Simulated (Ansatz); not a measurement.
fcc against bcc along the 3d metals

All numbers below come from Ansatz 0.2.0, DFT, BLYP, plane waves (420 eV) with PAW, scalar-relativistic. (PAW data from PBE, frozen cores regenerated.)

Each structure is relaxed within its symmetry, in the lowest magnetic state of the tried starts. Differences under about 8 meV lie within the error of the k-point mesh.

```tsv
element	E(fcc) − E(bcc) (meV/atom)	V(fcc) (Å³/atom)	V(bcc) (Å³/atom)	state of fcc	state of bcc
Sc	-61	25.07	25.24	spin not included	spin not included
Ti	-51	17.82	17.70	spin not included	spin not included
V	233	14.32	13.86	spin not included	spin not included
Co	-70	11.41	11.62	ferromagnetic	ferromagnetic
Ni	-89	11.45	11.55	ferromagnetic	ferromagnetic
Cu	-34	12.68	12.76	spin not included	spin not included
Zn	-49	16.76	17.39	spin not included	spin not included
```
